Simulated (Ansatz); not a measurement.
# HfO2: the cost of one run

Method: DFT LDA, scalar-relativistic, in Ansatz 0.2.0.

**1. The starting structure**

The structure is cubic, space group Fm-3m (No. 225). The conventional cell has a = 5.115 Å, b = 5.115 Å, c = 5.115 Å, α = 90.00°, β = 90.00°, γ = 90.00°. Around Hf (site symmetry m-3m) lie 8 O at 2.21 Å. O (site symmetry -43m) has 4 Hf at 2.21 Å as nearest neighbours.

Structure file:

```
CELL_PARAMETERS angstrom
0.00000 2.55750 2.55750
2.55750 0.00000 2.55750
2.55750 2.55750 0.00000
ATOMIC_POSITIONS crystal
Hf 0.00000 0.00000 0.00000
O 0.25000 0.25000 0.25000
O 0.75000 0.75000 0.75000
```

The cell comes from a crystallographic database entry that wasn't checked; take it as a given geometry, which may be far from equilibrium.

Atoms are numbered in the order of the input: Hf1, O2, O3.

**2. Volume × 0.94, LAPW**

Contents of input.yaml:

```yaml
crystal:
  lattice:
    - [0.0, 2.505291473, 2.505291473]
    - [2.505291473, 0.0, 2.505291473]
    - [2.505291473, 2.505291473, 0.0]
  atoms:
    - { symbol: Hf, position: [0.0, 0.0, 0.0] }
    - { symbol: O, position: [0.25, 0.25, 0.25] }
    - { symbol: O, position: [0.75, 0.75, 0.75] }
kpoints:
  mp_grid: { grid: [9, 9, 9] }
  band_path:
    path:
      - [0.0, 0.0, 0.0]
      - [0.5, 0.0, 0.5]
      - [0.625, 0.25, 0.625]
      - [0.375, 0.375, 0.75]
      - [0.0, 0.0, 0.0]
      - [0.5, 0.5, 0.5]
      - [0.5, 0.25, 0.75]
      - [0.5, 0.0, 0.5]
    npoints: 5
scf:
  occupations: { method: fermi_dirac, width: 0.01 }
hamiltonian:
  xc: lda
  pseudopotentials: { kind: all_electron, lapw: { basis_error: 0.001 } }
output:
  forces: true
  stress: true
  eigenvalues: true
```

The run is started by

```sh
ansatz run input.yaml --threads 1 --pin off --max-ram 6144MiB --backend cpu --events-out ev --progress --plain --runs-dir out
```

What time and memory should one allow on 1 thread of Arm Neoverse V1, shared host?

About 24 s, with a peak of 0.38 GiB.
